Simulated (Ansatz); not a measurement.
**AlN: rigid cleavage**

Aim: for AlN, open the crystal across a (1 -1 1) plane.

Computed with Ansatz 0.2.0 (DFT r2SCAN, scalar-relativistic, plane waves, PAW, unless a step's input says otherwise).

## 1. Starting point

Symmetry: F-43m, No. 216, cubic system. Conventional cell: a = 4.368 Å, b = 4.368 Å, c = 4.368 Å, α = 90.00°, β = 90.00°, γ = 90.00°. Al (site symmetry -43m) has 4 N at 1.89 Å in its first shell of neighbours. N (site symmetry -43m) has 4 Al at 1.89 Å in its first shell of neighbours.

As a file:

```
Al N
1.0
     2.18399   -2.18399    0.00000
     2.18399    0.00000   -2.18399
     8.73597    8.73597    8.73597
Al N
6 6
Direct
  0.66667 0.66667 0.16667
  0.00000 0.00000 0.00000
  0.33333 0.33333 0.33333
  0.66667 0.66667 0.66667
  0.00000 0.00000 0.50000
  0.33333 0.33333 0.83333
  0.66667 0.66667 0.54167
  0.00000 0.00000 0.37500
  0.33333 0.33333 0.70833
  0.66667 0.66667 0.04167
  0.00000 0.00000 0.87500
  0.33333 0.33333 0.20833
```

It goes back to an entry of the Materials Project, which need not be the stable form.

No relaxation comes first: the listed cell is the starting point.

## 2. The reference cell

The cell is repeated 6 times, 12 atoms in all. The reference gives a free energy of -5570.6228 eV, pressure 0.26 GPa, largest force 0.000 eV/Å and gap on the mesh 3.94 eV. It was computed beforehand with the settings of the runs below.

## 3. The scan: rigid cleavage

The cut lies on the cell's a–b face, a (1 -1 1) plane of area 8.26 Å², between layers 1.89 Å apart (N below, Al above); the cell is 15.1 Å thick. Vector c is lengthened by d along the normal with the atoms' Cartesian places fixed: one unrelaxed cut per cell.

## 4. d = 1.00 Å

File input.yaml:

```yaml
crystal:
  lattice:
    - [2.1839935596, -2.1839935596, 0.0]
    - [2.1839935596, 0.0, -2.1839935596]
    - [9.3133245076, 9.3133245076, 9.3133245076]
  atoms:
    - { symbol: Al, position: [0.6666666667, 0.6666666667, 0.0585942421] }
    - { symbol: Al, position: [0.0, 0.0, 0.8402676956] }
    - { symbol: Al, position: [0.3333333333, 0.3333333333, 0.2149289328] }
    - { symbol: Al, position: [0.6666666667, 0.6666666667, 0.5275983142] }
    - { symbol: Al, position: [0.0, 0.0, 0.3712636235] }
    - { symbol: Al, position: [0.3333333333, 0.3333333333, 0.6839330049] }
    - { symbol: "N", position: [0.6666666667, 0.6666666667, 0.4103472962] }
    - { symbol: "N", position: [1.0, 1.0, 0.2540126055] }
    - { symbol: "N", position: [0.3333333333, 0.3333333333, 0.5666819869] }
    - { symbol: "N", position: [0.6666666667, 0.6666666667, 0.8793513683] }
    - { symbol: "N", position: [0.0, 0.0, 0.7230166776] }
    - { symbol: "N", position: [0.3333333333, 0.3333333333, 0.0976779148] }
basis:
  ecutwfc: 500
kpoints:
  mp_grid: { grid: [8, 8, 2] }
hamiltonian:
  xc: r2scan
scf:
  occupations: { method: gaussian, width: 0.05 }
output:
  forces: true
  stress: true
  eigenvalues: true
```

Run with:

```
$ ansatz run input.yaml --threads 2 --pin off --max-ram 5120MiB --backend cpu --events-out ev --progress --plain --runs-dir out
```

The session goes on with these runs: point d = 3.00 Å; At d = 0.50 Å; point d = 2.00 Å; d = 6.00 Å; At d = -0.30 Å; point d = 0.25 Å; At d = 1.50 Å; d = 4.50 Å; d = 0.75 Å; At d = -0.15 Å.

Q: Predict the outcome of this session. Wanted: largest traction sampled.

As calculated:

| quantity | value |
| --- | --- |
| energy at d = 6.00 Å | 8.90 J/m² |
| largest traction sampled | 54.7 GPa at d = 0.50 Å |

In words: The energy levels off at 8.90 J/m², the work to make two unrelaxed faces. The traction peaks at 54.7 GPa near 0.50 Å, an estimate of the ideal strength of rigid blocks on this coarse sampling. The gap on the mesh, 3.94 eV at the start, reads zero at d = 1.50. Spin polarisation is off in the runs that give these values; a magnetic solution could lie lower. The cell holds empty space of several Å, a single layer or slab in vacuum, so volume, pressure and the long edge depend on that space.
